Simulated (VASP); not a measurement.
# MgS (F-43m) in VASP: further runs

The runs below take MgS through single point, with LDA.

Everything below comes from runs of VASP 6.6.1. Logs are shortened: lines on timing, memory, paths and dates and some standing lists are left out, and cuts for length are marked.

### 1 The structure

It takes space group F-43m (No. 216, cubic). Conventional cell: a = 5.666 Å, b = 5.666 Å, c = 5.666 Å, α = 90.00°, β = 90.00°, γ = 90.00°. S (site symmetry -43m) has 4 Mg at 2.45 Å as nearest neighbours. Around Mg (site symmetry -43m) lie 4 S at 2.45 Å.

The cell comes from a database or a generator and needn't be the stable form of this composition.

### 2 Single point, LDA

The input, INCAR:

```
PREC = Low ; ENCUT = 550
EDIFF = 1E-6 ; ISMEAR = 0
SIGMA = 0.05 ; LREAL = False
LASPH = True ; NELM = 100
ALGO = Normal ; ISIF = 2
LWAVE = False ; LCHARG = False
ADDGRID = False
```

The input, KPOINTS:

```
Automatic mesh
0
Gamma
  7 7 7
```

The input, POSCAR:

```
MgS
1.0
    0.0000000000      2.8331200468      2.8331200468
    2.8331200468      0.0000000000      2.8331200468
    2.8331200468      2.8331200468      0.0000000000
S Mg
1 1
Direct
    0.2346630000      0.2748010000      0.2357280000
   -0.0216520000      0.0237760000     -0.0317750000
```

Potentials or basis: VASP PAW LDA potentials, release 64 (S, Mg).

Run with:

```bash
cat potpaw_LDA.64/S/POTCAR potpaw_LDA.64/Mg/POTCAR > POTCAR
mpirun -np 1 vasp_std > vasp.out
```

OUTCAR:

```text
PREC = Low
   ENCUT = 550
   EDIFF = 1E-6
   ISMEAR = 0
   LREAL = False
   LASPH = True
   NELM = 100
   ISIF = 2

 Found    172 irreducible k-points:

 Following reciprocal coordinates:
            Coordinates               Weight
  0.000000  0.000000  0.000000      1.000000
  0.142857  0.000000  0.000000      2.000000
  0.000000  0.142857  0.000000      2.000000
  0.000000  0.000000  0.142857      2.000000
  0.142857  0.142857  0.142857      2.000000
  0.285714  0.000000  0.000000      2.000000
   k-points           NKPTS =    172   k-points in BZ     NKDIM =    172   number of bands    NBANDS=      8
   number of dos      NEDOS =    301   number of ions     NIONS =      2
   total plane-waves  NPLWV =  13824
   dimension x,y,z NGX =    24 NGY =   24 NGZ =   24
   dimension x,y,z NGXF=    24 NGYF=   24 NGZF=   24
   ions per type =               1   1
   NGX,Y,Z   is equivalent  to a cutoff of   9.96,  9.96,  9.96 a.u.
   NGXF,Y,Z  is equivalent  to a cutoff of   9.96,  9.96,  9.96 a.u.
 SYSTEM =  unknown system
   PREC   = low       normal or accurate (medium, high low for compatibility)
   ISTART =      0    job   : 0-new  1-cont  2-samecut
   ICHARG =      2    charge: 1-file 2-atom 10-const
   ISPIN  =      1    spin polarized calculation?
   LNONCOLLINEAR =      F non collinear calculations
   LSORBIT =      F    spin-orbit coupling
   LASPH  =      T    aspherical Exc in radial PAW
   ENCUT  =  550.0 eV  40.42 Ry    6.36 a.u.   7.66  7.66  7.66*2*pi/ulx,y,z
   NELM   =    100;   NELMIN=  2; NELMDL= -5     # of ELM steps
   EDIFF  = 0.1E-05   stopping-criterion for ELM
   LREAL  =      F    real-space projection
   EDIFFG = 0.1E-04   stopping-criterion for IOM
   NSW    =      0    number of steps for IOM
   IBRION =     -1    ionic relax: 0-MD 1-quasi-New 2-CG
   NFREE  =      0    steps in history (QN), initial steepest desc. (CG)
   ISIF   =      2    stress and relaxation
   ISYM   =      2    0-nonsym 1-usesym 2-fastsym
   POTIM  = 0.5000    time-step for ionic-motion
   TEBEG  =    0.0;   TEEND  =   0.0 temperature during run
   PSTRESS=    0.0 pullay stress
   NELECT =       8.0000    total number of electrons
   NUPDOWN=      -1.0000    fix difference up-down
   EMIN   =  10.00;   EMAX   =-10.00  energy-range for DOS
   EFERMI =   0.00;   METHOD = LEGACY
   ISMEAR =     0;   SIGMA  =   0.05  broadening in eV -4-tet -1-fermi 0-gaus
   EFERMI_NEDOS =   21; number of points for ismear=-14 and -15
   IALGO  =     38    algorithm
   IMIX   =      4    mixing-type and parameters
     AMIX     =   0.40;   BMIX     =  1.00
     AMIX_MAG =   1.60;   BMIX_MAG =  1.00
  volume/ion in A,a.u.               =      22.74       153.46
  Fermi-wavevector in a.u.,A,eV,Ry     =   0.917269  1.733386 11.447692  0.841382
  Thomas-Fermi vector in A             =   2.042218
   LORBIT       =      0    0 simple, 1 ext, 2 COOP (PROOUT), +10 PAW based schemes
   GGA     = CA    functional components
   LHFCALC =     F    Hartree Fock is set to
   AEXX    =    0.0000 exact exchange contribution
   IVDW    =     0    specifies the selected vdW correction
   LEPSILON=     F    determine dielectric tensor
   LRPA    =     F    only Hartree local field effects (RPA)
 non-spin polarized calculation
 Gauss-broadening in eV      SIGMA  =   0.05
  energy-cutoff  :      550.00
  volume of cell :       45.48
 maximum number of plane-waves:      1363
   NGX = 15   NGY = 15   NGZ = 15

 number of electron       8.0000036 magnetization

 Free energy of the ion-electron system (eV)
  ---------------------------------------------------
  ext. energy  EPLUGINS =         0.00000000
  ---------------------------------------------------
  free energy    TOTEN  =        -9.35887421 eV

  energy without entropy =       -9.35887421  energy(sigma->0) =       -9.35887421

 E-fermi :   1.2455     XC(G=0):  -8.7521

 val. band max:        0.9987335410   @ k =   0.0000   0.0000   0.0000
 cond. band min:       4.0586137914   @ k =   0.0000   0.0000   0.0000
 fundamental gap:      3.0598802504
 Fermi energy:         1.2454850741

 k-point     1 :       0.0000    0.0000    0.0000
  band No.  band energies     occupation
      1     -10.3527      2.00000
      2       0.7807      2.00000
      3       0.8544      2.00000
      4       0.9987      2.00000
      5       4.0586      0.00000
      6       8.6339      0.00000
      7       8.6393      0.00000
      8       8.6602      0.00000

 k-point     2 :       0.1429    0.0000    0.0000
  band No.  band energies     occupation
      1     -10.2371      2.00000
      2      -0.0307      2.00000
      3       0.7380      2.00000
      4       0.9125      2.00000
      5       4.8870      0.00000
      6       8.3937      0.00000
      7       8.8343      0.00000
      8       8.9100      0.00000

 k-point     3 :       0.0000    0.1429    0.0000
  band No.  band energies     occupation
      1     -10.2374      2.00000
      2      -0.0096      2.00000
      3       0.7211      2.00000
      4       0.9049      2.00000
      5       4.8900      0.00000
      6       8.3901      0.00000
      7       8.8313      0.00000
      8       8.9037      0.00000

 k-point     4 :       0.0000    0.0000    0.1429
  band No.  band energies     occupation
      1     -10.2364      2.00000
      2      -0.0734      2.00000
      3       0.7825      2.00000
      4       0.9178      2.00000
      5       4.8805      0.00000
      6       8.4092      0.00000
      7       8.8563      0.00000
      8       8.8998      0.00000

 k-point     5 :       0.1429    0.1429    0.1429
  band No.  band energies     occupation
      1     -10.2390      2.00000
      2       0.0965      2.00000
      3       0.7158      2.00000
      4       0.7871      2.00000
      5       4.9043      0.00000
      6       8.4017      0.00000
      7       8.8075      0.00000
      8       8.8516      0.00000

 k-point     6 :       0.2857    0.0000    0.0000
  band No.  band energies     occupation
      1      -9.9528      2.00000
      2      -1.3657      2.00000
      3       0.5942      2.00000
      4       0.7646      2.00000
      5       5.7052      0.00000
      6       8.5775      0.00000
      7       8.7039      0.00000
      8       8.8797      0.00000

 [... further k-points ...]

------------------------ aborting loop because EDIFF is reached ----------------------------------------

  FORCE on cell =-STRESS in cart. coord.  units (eV):
  Direction    XX          YY          ZZ          XY          YZ          ZX
  --------------------------------------------------------------------------------------
  -------------------------------------------------------------------------------------
  Total       -0.6663411     -0.6830819     -0.6443920     -0.0607621     -0.2702394     -0.3576249
  in kB      -23.4737384    -24.0634799    -22.7005194     -2.1405143     -9.5199430    -12.5983418
  external PRESSURE =     -23.4125792 kB  Pullay stress =       0.0000000 kB

 VOLUME and BASIS-vectors are now :
 -----------------------------------------------------------------------------
  energy-cutoff  :      550.00
  volume of cell :       45.48
      direct lattice vectors                 reciprocal lattice vectors
     0.000000000  2.833120047  2.833120047    -0.176483874  0.176483874  0.176483874
     2.833120047  0.000000000  2.833120047     0.176483874 -0.176483874  0.176483874
     2.833120047  2.833120047  0.000000000     0.176483874  0.176483874 -0.176483874

 POSITION                                       TOTAL-FORCE (eV/Angst)
 -----------------------------------------------------------------------------------
      1.44639      1.33267      1.44337        -0.256472     -0.340934     -0.046357
      2.81046      5.51487      2.83914         0.256472      0.340934      0.046357
 -----------------------------------------------------------------------------------
    total drift:                               -0.000018     -0.000542      0.000389

  FREE ENERGIE OF THE ION-ELECTRON SYSTEM (eV)
  ---------------------------------------------------
  free  energy   TOTEN  =        -9.3588742067 eV

  energy  without entropy=       -9.3588742067  energy(sigma->0) =       -9.35887421
```

It took 18 s on 1 thread of Intel Xeon Platinum 8488C (Sapphire Rapids), shared host; peak memory 0.17 GiB.

These settings aren't checked as converged: the numbers below hold their error.

What came out:

```yaml
Free_energy: -9.3589 eV
Pressure: -2.3 GPa
Largest_force: 0.429 eV/Å
Band_gap_on_the_k_mesh: 3.06 eV, direct
```

### 3 Single point, LDA

Changes to INCAR since step 2:

```diff
@@ -1,2 +1,2 @@
-PREC = Low ; ENCUT = 550
+PREC = Normal ; ENCUT = 550
 EDIFF = 1E-6 ; ISMEAR = 0
```

KPOINTS is that of step 2.

The input, POSCAR:

```
MgS
1.0
    0.0000000000      2.8331200468      2.8331200468
    2.8331200468      0.0000000000      2.8331200468
    2.8331200468      2.8331200468      0.0000000000
S Mg
1 1
Direct
    0.2500000000      0.2500000000      0.2500000000
    0.0000000000      0.0000000000      0.0000000000
```

Potentials or basis: VASP PAW LDA potentials, release 64 (S, Mg).

Run with:

```bash
cat potpaw_LDA.64/S/POTCAR potpaw_LDA.64/Mg/POTCAR > POTCAR
mpirun -np 1 vasp_std > vasp.out
```

OUTCAR:

```text
PREC = Normal
   ENCUT = 550
   EDIFF = 1E-6
   ISMEAR = 0
   LREAL = False
   LASPH = True
   NELM = 100
   ISIF = 2

 Found     20 irreducible k-points:

 Following reciprocal coordinates:
            Coordinates               Weight
  0.000000  0.000000  0.000000      1.000000
  0.142857  0.000000  0.000000      8.000000
  0.285714  0.000000  0.000000      8.000000
  0.428571  0.000000  0.000000      8.000000
  0.142857  0.142857  0.000000      6.000000
  0.285714  0.142857  0.000000     24.000000
   k-points           NKPTS =     20   k-points in BZ     NKDIM =     20   number of bands    NBANDS=      8
[... 143 lines left out ...]
  FORCE on cell =-STRESS in cart. coord.  units (eV):
  Direction    XX          YY          ZZ          XY          YZ          ZX
  --------------------------------------------------------------------------------------
  -------------------------------------------------------------------------------------
  Total       -0.7140653     -0.7140653     -0.7140653      0.0000000     -0.0000000      0.0000000
  in kB      -25.1549556    -25.1549556    -25.1549556      0.0000000     -0.0000000      0.0000000
  external PRESSURE =     -25.1549556 kB  Pullay stress =       0.0000000 kB

 VOLUME and BASIS-vectors are now :
 -----------------------------------------------------------------------------
  energy-cutoff  :      550.00
  volume of cell :       45.48
      direct lattice vectors                 reciprocal lattice vectors
     0.000000000  2.833120047  2.833120047    -0.176483874  0.176483874  0.176483874
     2.833120047  0.000000000  2.833120047     0.176483874 -0.176483874  0.176483874
     2.833120047  2.833120047  0.000000000     0.176483874  0.176483874 -0.176483874

 POSITION                                       TOTAL-FORCE (eV/Angst)
 -----------------------------------------------------------------------------------
      1.41656      1.41656      1.41656        -0.000000     -0.000000     -0.000000
      0.00000      0.00000      0.00000         0.000000      0.000000      0.000000
 -----------------------------------------------------------------------------------
    total drift:                                0.000000      0.000000     -0.000000

  FREE ENERGIE OF THE ION-ELECTRON SYSTEM (eV)
  ---------------------------------------------------
  free  energy   TOTEN  =        -9.3781411044 eV

  energy  without entropy=       -9.3781411044  energy(sigma->0) =       -9.37814110
```

OSZICAR:

```text
N       E                     dE             d eps       ncg     rms          rms(c)
DAV:   1     0.283400724218E+02    0.28340E+02   -0.37711E+03   320   0.845E+02
DAV:   2    -0.822433216651E+01   -0.36564E+02   -0.35683E+02   416   0.111E+02
DAV:   3    -0.992732022085E+01   -0.17030E+01   -0.17030E+01   336   0.332E+01
DAV:   4    -0.993959654221E+01   -0.12276E-01   -0.12276E-01   576   0.335E+00
DAV:   5    -0.993960307252E+01   -0.65303E-05   -0.65303E-05   360   0.785E-02    0.402E+00
DAV:   6    -0.943481782001E+01    0.50479E+00   -0.14912E+00   320   0.563E+00    0.307E+00
DAV:   7    -0.938307012971E+01    0.51748E-01   -0.23270E-01   392   0.233E+00    0.220E+00
DAV:   8    -0.937857671901E+01    0.44934E-02   -0.10949E-02   368   0.877E-01    0.946E-01
DAV:   9    -0.937810502807E+01    0.47169E-03   -0.11420E-03   384   0.225E-01    0.341E-01
DAV:  10    -0.937813855806E+01   -0.33530E-04   -0.47904E-05   432   0.445E-02    0.921E-02
DAV:  11    -0.937814115423E+01   -0.25962E-05   -0.18798E-05   328   0.245E-02    0.403E-02
DAV:  12    -0.937814110440E+01    0.49834E-07   -0.74111E-07   248   0.522E-03
   1 F= -.93781411E+01 E0= -.93781411E+01  d E =-.415026E-17
```

It took 2.7 s on 1 thread of Intel Xeon Platinum 8488C (Sapphire Rapids), shared host; peak memory 0.13 GiB.

The run converged, but some of its settings lie outside the range that counts as converged, so its numbers aren't taken as properties of the crystal.

What came out:

| Item | Value |
| --- | --- |
| Free energy | -9.3781 eV |
| Pressure | -2.5 GPa |
| Band gap on the k mesh | 3.18 eV, direct |

### 4 Single point, LDA

INCAR is that of step 3.

KPOINTS is that of step 3.

The input, POSCAR:

```
MgS
1.0
    0.0000000000      2.8331200468      2.8331200468
    2.8331200468      0.0000000000      2.8331200468
    2.8331200468      2.8331200468      0.0000000000
S Mg
1 1
Direct
    0.2346630000      0.2748010000      0.2357280000
   -0.0216520000      0.0237760000     -0.0317750000
```

Run with:

```bash
cat potpaw_LDA.64/S/POTCAR potpaw_LDA.64/Mg/POTCAR > POTCAR
mpirun -np 1 vasp_std > vasp.out
```

Wall time 14 s (1 thread of Intel Xeon Platinum 8488C (Sapphire Rapids), shared host); peak memory 0.19 GiB.

These settings aren't checked as converged: the numbers below hold their error.

What came out:

```
Free energy            : -9.3588 eV
Pressure               : -2.3 GPa
Largest force          : 0.429 eV/Å
Band gap on the k mesh : 3.06 eV, direct
```
